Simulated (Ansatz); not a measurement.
Equation of state of SnO2 and its gap

A database entry relaxed whole under r2SCAN (P4_2/mnm):

```xyz
6
Lattice="4.7586 0.0000 0.0000 0.0000 4.7586 0.0000 0.0000 0.0000 3.2002" Properties=species:S:1:pos:R:3 pbc="T T T"
Sn    0.0000    0.0000    0.0000
Sn    2.3793    2.3793    1.6001
O     1.4557    1.4557    0.0000
O     0.9236    3.8350    1.6001
O     3.3029    3.3029    0.0000
O     3.8350    0.9236    1.6001
```

The cell was scaled uniformly, its shape held, and the atoms relaxed at each volume with plane-wave PAW DFT (Ansatz 0.2.0; r2SCAN, 500 eV, 6×6×10 Γ-centred mesh, fermi-dirac occupations of width 0.020 eV; no spin, no spin-orbit coupling). One row is withheld.

```json
{"volume (Å³/atom)": "11.353", "energy over the lowest (meV/atom)": "32.2", "pressure (GPa)": "15.13", "gap over mesh and path (eV)": "2.539"}
{"volume (Å³/atom)": "11.594", "energy over the lowest (meV/atom)": "13.7", "pressure (GPa)": "9.49", "gap over mesh and path (eV)": "2.278"}
{"volume (Å³/atom)": "11.836", "energy over the lowest (meV/atom)": "3.3", "pressure (GPa)": "4.47", "gap over mesh and path (eV)": "2.030"}
{"volume (Å³/atom)": "12.078", "energy over the lowest (meV/atom)": "0.0", "pressure (GPa)": "-0.01", "gap over mesh and path (eV)": "1.793"}
{"volume (Å³/atom)": "12.319", "energy over the lowest (meV/atom)": "3.1", "pressure (GPa)": "-3.99", "gap over mesh and path (eV)": "1.567"}
{"volume (Å³/atom)": "12.561", "energy over the lowest (meV/atom)": "?", "pressure (GPa)": "?", "gap over mesh and path (eV)": "?"}
{"volume (Å³/atom)": "12.802", "energy over the lowest (meV/atom)": "25.6", "pressure (GPa)": "-10.67", "gap over mesh and path (eV)": "1.149"}
```

Fit the pressures of the other rows to the third-order Birch-Murnaghan form.

With f = [(V₀/V)^(2/3) − 1]/2 and P = 3B₀f(1 + 2f)^(5/2)[1 + 3(B₀′ − 4)f/2], least squares gives V₀ = 12.08 Å³ an atom, B₀ = 211 GPa and B₀′ = 4.8; the rows miss the fit by less than 0.01 GPa. The slope of the energies differs from these pressures by less than 0.05 GPa.

How does the gap move with volume?

A parabola in ln(V/V₀) through the other rows has the slope dE_g/d ln V = -11.5 eV at V₀, so by B₀ the gap moves by +55 meV a GPa at this fixed shape: it widens under pressure.

What does the withheld row hold?

The fit gives -7.52 GPa at 12.561 Å³; the run gave -7.53 GPa and 11.8 meV an atom. Its gap is 1.353 eV, against 1.353 eV from the parabola.

Caveats: the shape of the cell was held, so B₀ is an upper bound where the axes differ in stiffness; 0 K, fixed nuclei; the symmetry was kept, and this need not be the phase that is stable at 0 K; one mesh for all volumes; the slope of the gap can be off by tens of per cent, more where shallow d levels or spin-orbit coupling act on the edges; pressure is positive in compression.
